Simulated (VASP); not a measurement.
Wanted: the native input for a VASP 6.6.1 run.

```yaml
Task: single point
Functional: r2SCAN
Potentials_or_basis: VASP PAW PBE potentials, release 64 (Br)
Cutoff: 900 eV
k_mesh: 9 × 9 × 9
Occupations: gaussian, width 0.02 eV
Spin: no spin polarisation
Further_INCAR_settings: ADDGRID = False; ALGO = Normal; EDIFF = 1e-08; NBANDS = 10
```

The structure of Br lies in POSCAR:

```
Br
1.0
   -1.2867684050      1.7199972000      3.5779911600
    1.2867684050     -1.7199972000      3.5779911600
    1.2867684050      1.7199972000     -3.5779911600
Br
1
Direct
    0.0000000000      0.0000000000      0.0000000000
```

These files were run (other wordings do the same):

INCAR

```
SYSTEM = Br
PREC = Accurate ; ENCUT = 900
EDIFF = 1E-8 ; ISMEAR = 0
SIGMA = 0.02 ; LREAL = .False.
LASPH = .True. ; NELM = 100
ALGO = Normal ; ISIF = 2
LWAVE = .False. ; LCHARG = .False.
METAGGA = R2SCAN ; LMIXTAU = .True.
NBANDS = 10 ; ADDGRID = .False.
```

KPOINTS

```
regular mesh
0
Gamma
  9 9 9
  0 0 0
```

Potentials or basis: VASP PAW PBE potentials, release 64 (Br).

Run with:

```sh
$ cat potpaw_PBE.64/Br/POTCAR > POTCAR
$ mpirun -np 1 vasp_std > vasp.out
```

Results of the run:

```
Pressure               : 0.9 GPa
Band gap on the k mesh : none (metal or under the smearing width)
```

Caveat: the PAW data sets were made with another functional, which shifts forces and pressure a little; an odd number of electrons without spin polarisation forces a metal; a magnetic or distorted state may lie lower.

It took 9.6 min on 1 thread of Intel(R) Xeon(R) Platinum 8375C CPU @ 2.90GHz (Ice Lake), on a shared host, peak memory 0.31 GiB.
